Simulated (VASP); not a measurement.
# FeSi23 (a cell with a defect) in VASP: notebook

The runs below take FeSi23 (a cell with a defect) through single point, with PBEsol+U.

Everything below comes from runs of VASP 6.6.1. Logs are shortened: lines on timing, memory, paths and dates and some standing lists are left out, and cuts for length are marked.

## (1) Starting point

The cell holds a defect, 24 atoms: a = 11.534 Å, b = 7.689 Å, c = 7.689 Å, α = 60.00°, β = 60.00°, γ = 60.00°.

## (2) Single point, PBEsol+U, collinear spin, ferromagnetic start

INCAR

```
PREC = Accurate
ENCUT = 350
EDIFF = 1E-5
ISMEAR = 0
SIGMA = 0.03
LREAL = Auto
LASPH = T
NELM = 120
ALGO = Normal
ISIF = 2
LWAVE = F
LCHARG = F
ISPIN = 2
MAGMOM = 4 0 0 0 0 0 0 0 0 0 0 0 0 0 0 0 0 0 0 0 0 0 0 0
LORBIT = 11
LMAXMIX = 4
LDAU = T
LDAUTYPE = 2
LDAUL = 2 -1
LDAUU = 4 0
LDAUJ = 0 0
LDAUPRINT = 1
GGA = PS
KPAR = 4
```

KPOINTS

```
Automatic mesh
0
Gamma
  2 3 3
```

POSCAR

```
FeSi23
1.0
    0.0000000000      8.1555000000      8.1555000000
    5.4370000000      0.0000000000      5.4370000000
    5.4370000000      5.4370000000      0.0000000000
Fe Si
1 23
Direct
    0.0000000000      0.0000000000      0.0000000000
    0.0000000000      0.0000000000      0.5000000000
    0.0000000000      0.5000000000      0.0000000000
    0.0000000000      0.5000000000      0.5000000000
    0.3333330000      0.0000000000      0.0000000000
    0.3333330000      0.0000000000      0.5000000000
    0.3333330000      0.5000000000      0.0000000000
    0.3333330000      0.5000000000      0.5000000000
    0.6666670000      0.0000000000      0.0000000000
    0.6666670000      0.0000000000      0.5000000000
    0.6666670000      0.5000000000      0.0000000000
    0.6666670000      0.5000000000      0.5000000000
    0.0833333333      0.1250000000      0.1250000000
    0.0833333333      0.1250000000      0.6250000000
    0.0833333333      0.6250000000      0.1250000000
    0.0833333333      0.6250000000      0.6250000000
    0.4166663333      0.1250000000      0.1250000000
    0.4166663333      0.1250000000      0.6250000000
    0.4166663333      0.6250000000      0.1250000000
    0.4166663333      0.6250000000      0.6250000000
    0.7500003333      0.1250000000      0.1250000000
    0.7500003333      0.1250000000      0.6250000000
    0.7500003333      0.6250000000      0.1250000000
    0.7500003333      0.6250000000      0.6250000000
```

Potentials or basis: VASP PAW PBE potentials, release 64 (Fe, Si).

The run is started by

```bash
cat potpaw_PBE.64/Fe/POTCAR potpaw_PBE.64/Si/POTCAR > POTCAR
mpirun -np 4 vasp_std > vasp.out
```

OUTCAR:

```text
PREC = Accurate
   ENCUT = 350
   EDIFF = 1E-5
   ISMEAR = 0
   LREAL = Auto
   LASPH = T
   NELM = 120
   ISIF = 2
   ISPIN = 2
   LORBIT = 11
   GGA = PS

 ion  position               nearest neighbor table
   1  0.000  0.000  0.000-  21 2.35  13 2.35  15 2.35  14 2.35
   2  0.000  0.000  0.500-  22 2.35  14 2.35  16 2.35  13 2.35
   3  0.000  0.500  0.000-  23 2.35  15 2.35  13 2.35  16 2.35
   4  0.000  0.500  0.500-  24 2.35  16 2.35  14 2.35  15 2.35
   5  0.333  0.000  0.000-  13 2.35  17 2.35  19 2.35  18 2.35
   6  0.333  0.000  0.500-  14 2.35  18 2.35  20 2.35  17 2.35
[... 16 lines left out ...]
  23  0.750  0.625  0.125-   3 2.35  11 2.35   9 2.35  12 2.35
  24  0.750  0.625  0.625-   4 2.35  12 2.35  11 2.35  10 2.35

  LATTYP: Found a face centered orthorhombic cell.
 ALAT       =     7.6890791386
 B/A-ratio  =     1.7320508076
 C/A-ratio  =     2.4494897428

  Lattice vectors:

 A1 = (   0.0000000000,   8.1555000000,   8.1555000000)
 A2 = (  -5.4370000000,   2.7185000000,   8.1555000000)
 A3 = (   5.4370000000,   0.0000000000,   5.4370000000)

Analysis of symmetry for initial positions (statically):
=====================================================================
 Subroutine PRICEL returns:
 Original cell was already a primitive cell.

 Routine SETGRP: Setting up the symmetry group for a
 face centered orthorhombic supercell.

 Subroutine GETGRP returns: Found  2 space group operations
 (whereof  2 operations were pure point group operations)
 out of a pool of  8 trial point group operations.

The static configuration has the point symmetry C_1h.

Analysis of symmetry for dynamics (positions and initial velocities):
=====================================================================
 Subroutine PRICEL returns:
 Original cell was already a primitive cell.

 Routine SETGRP: Setting up the symmetry group for a
 face centered orthorhombic supercell.

 Subroutine GETGRP returns: Found  2 space group operations
 (whereof  2 operations were pure point group operations)
 out of a pool of  8 trial point group operations.

The dynamic configuration has the point symmetry C_1h.

Analysis of structural, dynamic, and magnetic symmetry:
=====================================================================
 Subroutine PRICEL returns:
 Original cell was already a primitive cell.

 Routine SETGRP: Setting up the symmetry group for a
 face centered orthorhombic supercell.

 Subroutine GETGRP returns: Found  2 space group operations
 (whereof  2 operations were pure point group operations)
 out of a pool of  8 trial point group operations.

The overall configuration has the point symmetry C_1h.

 Subroutine INISYM returns: Found  2 space group operations
 (whereof  2 operations are pure point group operations),
 and found     1 'primitive' translations

----------------------------------------------------------------------------------------

                                     Primitive cell

  volume of cell :     482.1690

  direct lattice vectors                    reciprocal lattice vectors
     0.000000000  8.155500000  8.155500000    -0.061308320  0.061308320  0.061308320
     5.437000000  0.000000000  5.437000000     0.091962479 -0.091962479  0.091962479
     5.437000000  5.437000000  0.000000000     0.091962479  0.091962479 -0.091962479

  length of vectors
    11.533618708  7.689079139  7.689079139     0.106189124  0.159283687  0.159283687

  position of ions in fractional coordinates (direct lattice)
     0.000000000  0.000000000  0.000000000
     0.000000000  0.000000000  0.500000000
     0.000000000  0.500000000  0.000000000
[... 134 lines left out ...]
   J (eV)           for each species LDAUJ =   0.0  0.0
   GGA     = PS    functional components
   LHFCALC =     F    Hartree Fock is set to
   AEXX    =    0.0000 exact exchange contribution
   IVDW    =     0    specifies the selected vdW correction
   LEPSILON=     F    determine dielectric tensor
   LRPA    =     F    only Hartree local field effects (RPA)
 spin polarized calculation
 Gauss-broadening in eV      SIGMA  =   0.03
  energy-cutoff  :      350.00
  volume of cell :      482.17
 maximum number of plane-waves:      7219
   NGX = 35   NGY = 23   NGZ = 23

 number of electron     100.0000000 magnetization       4.0000000

atom =   1  type =  1  l = 2

 onsite density matrix

spin component  1

  0.9103 -0.0051  0.0003 -0.0041 -0.0003
 -0.0051  0.9032 -0.0003 -0.0051  0.0004
  0.0003 -0.0003  0.9306  0.0001 -0.0008
 -0.0041 -0.0051  0.0001  0.9103 -0.0005
 -0.0003  0.0004 -0.0008 -0.0005  0.9316

spin component  2

  0.4674  0.0956  0.0113  0.1154  0.0061
  0.0956  0.6358 -0.0273  0.0956  0.0473
  0.0113 -0.0273  0.0252 -0.0109 -0.0030
  0.1154  0.0956 -0.0109  0.4674 -0.0067
  0.0061  0.0473 -0.0030 -0.0067  0.0288

 occupancies and eigenvectors

  o =  0.0225  v =  0.0000  0.0000  0.0000  0.0000  0.0000 -0.0388  0.0000  0.8647  0.0388  0.4992      0.0000  0.0000  0.0000  0.0000  0.0000  0.0000  0.0000  0.0000  0.0000  0.0000
  o =  0.0253  v =  0.0000  0.0000  0.0000  0.0000  0.0000  0.0168 -0.0943 -0.4976  0.0168  0.8619      0.0000  0.0000  0.0000  0.0000  0.0000  0.0000  0.0000  0.0000  0.0000  0.0000
  o =  0.3530  v =  0.0000  0.0000  0.0000  0.0000  0.0000  0.7060 -0.0000  0.0475 -0.7060  0.0274      0.0000  0.0000  0.0000  0.0000  0.0000  0.0000  0.0000  0.0000  0.0000  0.0000
  o =  0.4743  v =  0.0000  0.0000  0.0000  0.0000  0.0000 -0.5496  0.6244 -0.0389 -0.5496  0.0673      0.0000  0.0000  0.0000  0.0000  0.0000  0.0000  0.0000  0.0000  0.0000  0.0000
  o =  0.7495  v =  0.0000  0.0000  0.0000  0.0000  0.0000 -0.4446 -0.7754  0.0292 -0.4446 -0.0506      0.0000  0.0000  0.0000  0.0000  0.0000  0.0000  0.0000  0.0000  0.0000  0.0000
  o =  0.8973  v =  0.4470  0.7749  0.0000  0.4470 -0.0001  0.0000  0.0000  0.0000  0.0000  0.0000      0.0000  0.0000  0.0000  0.0000  0.0000  0.0000  0.0000  0.0000  0.0000  0.0000
  o =  0.9120  v = -0.5475  0.6316  0.0201 -0.5475 -0.0348  0.0000  0.0000  0.0000  0.0000  0.0000      0.0000  0.0000  0.0000  0.0000  0.0000  0.0000  0.0000  0.0000  0.0000  0.0000
  o =  0.9144  v = -0.7070  0.0000  0.0116  0.7070  0.0067  0.0000  0.0000  0.0000  0.0000  0.0000      0.0000  0.0000  0.0000  0.0000  0.0000  0.0000  0.0000  0.0000  0.0000  0.0000
  o =  0.9301  v = -0.0095 -0.0000 -0.8659  0.0095 -0.5000  0.0000  0.0000  0.0000  0.0000  0.0000      0.0000  0.0000  0.0000  0.0000  0.0000  0.0000  0.0000  0.0000  0.0000  0.0000
  o =  0.9321  v =  0.0219 -0.0254  0.4996  0.0219 -0.8653  0.0000  0.0000  0.0000  0.0000  0.0000      0.0000  0.0000  0.0000  0.0000  0.0000  0.0000  0.0000  0.0000  0.0000  0.0000

 number of electron      99.9999998 magnetization       3.1110948

 Free energy of the ion-electron system (eV)
  ---------------------------------------------------
  ext. energy  EPLUGINS =         0.00000000
  ---------------------------------------------------
  free energy    TOTEN  =      -135.75574590 eV

  energy without entropy =     -135.75457406  energy(sigma->0) =     -135.75515998

 E-fermi :   5.7182     XC(G=0):  -9.5690

 val. band max:        5.7158080408   @ k =   0.5000   0.3333   0.3333
 cond. band min:       5.7947655816   @ k =   0.5000  -0.3333   0.3333
 fundamental gap:      0.0789575409
 Fermi energy:         5.7182449298

 spin component 1

 k-point     1 :       0.0000    0.0000    0.0000
  band No.  band energies     occupation
      1      -6.3000      1.00000
      2      -4.9964      1.00000
      3      -4.8489      1.00000
      4      -4.0428      1.00000
      5      -3.9886      1.00000
      6      -3.8920      1.00000
[... 509 lines left out ...]
     61       8.7491      0.00000
     62       8.8999      0.00000
 Fermi energy:         5.7182449298

 spin component 2

 k-point     1 :       0.0000    0.0000    0.0000
  band No.  band energies     occupation
      1      -6.2957      1.00000
      2      -4.9934      1.00000
      3      -4.8425      1.00000
      4      -4.0365      1.00000
      5      -3.9841      1.00000
      6      -3.8898      1.00000
[... 509 lines left out ...]
     61       8.7599      0.00000
     62       8.9209      0.00000
 [bands above 62 left out]

------------------------ aborting loop because EDIFF is reached ----------------------------------------

  FORCE on cell =-STRESS in cart. coord.  units (eV):
  Direction    XX          YY          ZZ          XY          YZ          ZX
  --------------------------------------------------------------------------------------
  -------------------------------------------------------------------------------------
  Total        0.0481058     -0.1734557     -0.1734557     -0.1677121     -0.0383812     -0.1680509
  in kB        0.1598486     -0.5763680     -0.5763680     -0.5572830     -0.1275352     -0.5584088
  external PRESSURE =      -0.3309625 kB  Pullay stress =       0.0000000 kB

 VOLUME and BASIS-vectors are now :
 -----------------------------------------------------------------------------
  energy-cutoff  :      350.00
  volume of cell :      482.17
      direct lattice vectors                 reciprocal lattice vectors
     0.000000000  8.155500000  8.155500000    -0.061308320  0.061308320  0.061308320
     5.437000000  0.000000000  5.437000000     0.091962479 -0.091962479  0.091962479
     5.437000000  5.437000000  0.000000000     0.091962479  0.091962479 -0.091962479

 POSITION                                       TOTAL-FORCE (eV/Angst)
 -----------------------------------------------------------------------------------
      0.00000      0.00000      0.00000        -0.038937      0.056784      0.056784
      2.71850      2.71850      0.00000        -0.027619      0.002788     -0.029314
      2.71850      0.00000      2.71850        -0.027619     -0.029314      0.002788
      5.43700      2.71850      2.71850        -0.008974      0.006331      0.006331
      0.00000      2.71850      2.71850        -0.024736     -0.036018     -0.036018
      2.71850      5.43700      2.71850         0.012155     -0.008787     -0.016198
[... 16 lines left out ...]
      4.07775      6.79625      9.51475         0.002455     -0.000293     -0.009472
      6.79625      9.51475      9.51475         0.017338     -0.007870     -0.007870
 -----------------------------------------------------------------------------------
    total drift:                                0.001808     -0.000508     -0.000507

  FREE ENERGIE OF THE ION-ELECTRON SYSTEM (eV)
  ---------------------------------------------------
  free  energy   TOTEN  =      -135.7557458959 eV

  energy  without entropy=     -135.7545740590  energy(sigma->0) =     -135.75515998

 total charge

# of ion       s       p       d       tot
------------------------------------------
    1        0.505   0.432   6.187   7.124
    2        0.759   0.921   0.000   1.680
    3        0.759   0.921   0.000   1.680
    4        0.757   0.926   0.000   1.683
    5        0.756   0.930   0.000   1.686
    6        0.753   0.933   0.000   1.686
[... 16 lines left out ...]
   23        0.752   0.938   0.000   1.690
   24        0.751   0.939   0.000   1.690
--------------------------------------------------
tot         17.932  21.808   6.187  45.927

 magnetization (x)

# of ion       s       p       d       tot
------------------------------------------
    1        0.032   0.051   2.958   3.041
    2        0.002   0.003   0.000   0.004
    3        0.002   0.003   0.000   0.004
    4        0.003  -0.002   0.000   0.001
    5        0.003   0.003   0.000   0.006
    6        0.002   0.003   0.000   0.004
[... 16 lines left out ...]
   23       -0.000  -0.001   0.000  -0.001
   24       -0.000  -0.001   0.000  -0.001
--------------------------------------------------
tot          0.047  -0.067   2.958   2.938
```

Wall time 2.8 min (4 MPI ranks of AMD EPYC 9R45 (Zen 5), shared host); peak memory 0.59 GiB.

What came out:

```
Free energy                                           : -135.7557 eV
Pressure                                              : 0.0 GPa
Largest force                                         : 0.277 eV/Å
Band gap on the k mesh                                : none (metal or under the smearing width)
Net moment                                            : 3.11 μB per cell
Site moments                                          : Fe +3.04; Si +0.00, +0.01, -0.00, -0.03, -0.04, -0.02 μB
Valence electrons inside the program's atomic spheres : Fe 7.12; Si 1.68, 1.69
```

Forces on the atoms (eV/Å):
```
Fe  -0.039  0.057  0.057
Si  -0.028  0.003 -0.029
Si  -0.028 -0.029  0.003
Si  -0.009  0.006  0.006
Si  -0.025 -0.036 -0.036
Si   0.012 -0.009 -0.016
Si   0.012 -0.016 -0.009
Si  -0.006  0.004  0.004
Si  -0.045  0.100  0.100
Si  -0.070  0.027  0.077
Si  -0.070  0.077  0.027
Si  -0.008  0.009  0.009
Si   0.141  0.062  0.062
Si  -0.060 -0.053  0.068
Si  -0.060  0.068 -0.053
Si  -0.002  0.002  0.002
Si   0.005  0.008  0.008
Si   0.044 -0.056 -0.037
Si   0.044 -0.037 -0.056
Si   0.002 -0.011 -0.011
Si   0.166 -0.157 -0.157
Si   0.002 -0.009  0.000
Si   0.002  0.000 -0.009
Si   0.017 -0.008 -0.008
```

Stress tensor (GPa, compression positive):
```
 0.02 -0.06 -0.06
-0.06 -0.06 -0.01
-0.06 -0.01 -0.06
```

Eigenvalues of the final occupation matrices:
| site | spin | trace | eigenvalues |
| --- | --- | --- | --- |
| site 1 d | 1 | 4.59 | 0.90 0.91 0.91 0.93 0.93 |
| site 1 d | 2 | 1.62 | 0.02 0.03 0.35 0.47 0.75 |

Caveat: the PAW data sets were made with another functional, which shifts forces and pressure a little; the U is typed as a test and isn't derived for this compound.

[end of part 1 of 2]
